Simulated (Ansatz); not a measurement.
Wanted: the native input for an Ansatz 0.2.0 run.

```yaml
Task: single point
Functional: PBEsol
Potentials_or_basis: Ansatz PAW
Cutoff: "420 eV (not typed: the program's choice for these potentials)"
k_mesh: 6 × 6 × 6
Occupations: fermi-dirac, width 0.05 eV
Spin: collinear spin, ferromagnetic start
Starting_moments: "[0.7333333333, 0.7333333333, 0.7333333333, 0.0] μB"
Fixed_moment: 2.2 μB
```

The system is SiNi3.

```xyz
4
Lattice="3.5420 0.0000 0.0000 0.0000 3.5420 0.0000 0.0000 0.0000 3.5420" Properties=species:S:1:pos:R:3 pbc="T T T"
Ni    1.7710    1.7710    0.0000
Ni    1.7710    0.0000    1.7710
Ni    0.0000    1.7710    1.7710
Si    0.0000    0.0000    0.0000
```

The input as run:

input.yaml

```yaml
crystal:
  lattice:
    - [3.542, 0.0, 0.0]
    - [0.0, 3.542, 0.0]
    - [0.0, 0.0, 3.542]
  atoms:
    - { symbol: Ni, position: [0.5, 0.5, 0.0], spin: 0.7333333333 }
    - { symbol: Ni, position: [0.5, 0.0, 0.5], spin: 0.7333333333 }
    - { symbol: Ni, position: [0.0, 0.5, 0.5], spin: 0.7333333333 }
    - { symbol: Si, position: [0.0, 0.0, 0.0] }
hamiltonian:
  xc: pbesol
  pseudopotentials: { kind: paw }
magnetization:
  spin_polarized: true
  initial_magnetization: 2.2
  spin_locking: { lock_magnetization: hard }
kpoints:
  mp_grid: { grid: [6, 6, 6] }
scf:
  occupations: { method: fermi_dirac, width: 0.05 }
  lower_state_search: "off"
output:
  forces: true
  stress: true
  eigenvalues: true
  write_density: true
  write_potential: true
  elf: true
  volumetric_format: npy
```

Potentials or basis: Ansatz PAW.

Run with:

```bash
$ ansatz run input.yaml --threads 2 --pin off --max-ram 5632MiB --backend cpu --events-out ev --progress --plain --runs-dir out
```

It gave:

```
Pressure        : -9.6 GPa
Net moment      : 2.20 μB per cell
Absolute moment : 2.24 μB per cell
Site moments    : Ni +0.71; Si +0.06 μB
```

Caveat: the total moment is fixed, so each spin has its own Fermi level; the PAW data sets come from PBE, with cores solved anew for the run's functional, which leaves a small shift of forces and pressure; the thresholds are loose for stress.

Run time: 3.1 s on 2 threads of Intel(R) Xeon(R) Platinum 8375C CPU @ 2.90GHz (Ice Lake), with other jobs on the host, peak memory 0.38 GiB.
